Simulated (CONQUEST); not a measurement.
# C under changes of volume

One of the cells (5.672 Å³/atom); the others are scaled copies at fixed shape and fractional positions:

```
C
1.0
     2.52207    0.00000    0.00000
     0.00000    2.52207    0.00000
     0.00000    0.00000    3.56674
C
4
Direct
  0.00000 0.50000 0.25000
  0.50000 0.00000 0.75000
  0.00000 0.00000 0.50000
  0.50000 0.50000 0.00000
```

This isn't the form of C at room conditions, which is graphite.

| Item | Value |
| --- | --- |
| Program | CONQUEST 1.3 |
| Functional | PBE |
| Potentials or basis | PseudoDojo NC PBE, DZP, grid of 24 × 24 × 36 points |
| k mesh | 9 × 9 × 6 |
| Occupations | fermi-dirac, width 0.05 eV |
| Spin | no spin polarisation |

```tsv
volume (Å³/atom)	energy over the lowest point (meV/atom)	pressure (GPa)	gap on the mesh (eV)
5.332	49.55	39.3	4.47
5.445	26.14	27.2	4.41
5.558	?	?	?
5.672	2.05	7.7	4.30
5.785	0.00	-1.6	4.25
5.899	3.90	-9.5	4.20
6.012	13.18	-16.5	4.15
```

**Question.** What does the run at 5.558 Å³/atom give?

**Answer.** Energy over the lowest point 10.67 meV/atom; pressure 16.9 GPa; gap on the mesh 4.36 eV.

Worked out: A Birch-Murnaghan fit of order 3 (a polynomial in V^(-2/3)) to the other rows has its minimum at 5.77 Å³/atom with B0 = V·E''(V) = 431 GPa and B' = 3.8. It gives 10.57 meV/atom at 5.558 Å³/atom, against the run's 10.67, and -dE/dV = 16.9 GPa, against 16.9. A straight line through the other rows of the gap, of slope -2.65 eV per unit of ln V, gives 4.36 eV, against the run's 4.36.

Energies are extrapolated to zero smearing.

Caveats: an odd mesh through Γ misses points on the zone boundary, where band edges often lie; the basis of atomic orbitals isn't converged, which shifts pressures, moduli and gaps; the real-space grid breaks the cell's symmetry a little.
